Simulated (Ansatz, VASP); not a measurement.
RbBr: VASP beside Ansatz

```
CELL_PARAMETERS angstrom
4.12608 0.00000 0.00000
0.00000 4.12608 0.00000
0.00000 0.00000 4.12608
ATOMIC_POSITIONS crystal
Rb 0.00000 0.00000 0.00000
Br 0.50000 0.50000 0.50000
```

Alike in both runs: task single point; functional PBE; k mesh 4 × 4 × 4; occupations gaussian, width 0.1 eV; collinear spin.

|  | VASP | Ansatz |
| --- | --- | --- |
| version | VASP 6.6.1 | Ansatz 0.2.0 |
| potentials or method | VASP PAW PBE potentials, release 64 (Rb_sv, Br) | scalar-relativistic, plane waves, PAW |
| plane-wave cutoff (eV) | 520 | 420 |
| valence electrons in the cell | 16 | 16 |

Ansatz gave:

- gap on the k mesh at the Fermi level (eV): 4.08
- least direct gap on the mesh (eV): 4.23
- pressure (GPa): 0.8
- net moment per atom (μB): 0.00

Problem. What did VASP give for the same quantities?

Solution. gap on the k mesh at the Fermi level (eV): 4.08; least direct gap on the mesh (eV): 4.23; pressure (GPa): 0.9; net moment per atom (μB): 0.00.

Ansatz warned: «seeded_moment_not_kept».

A k mesh can miss the band edges.
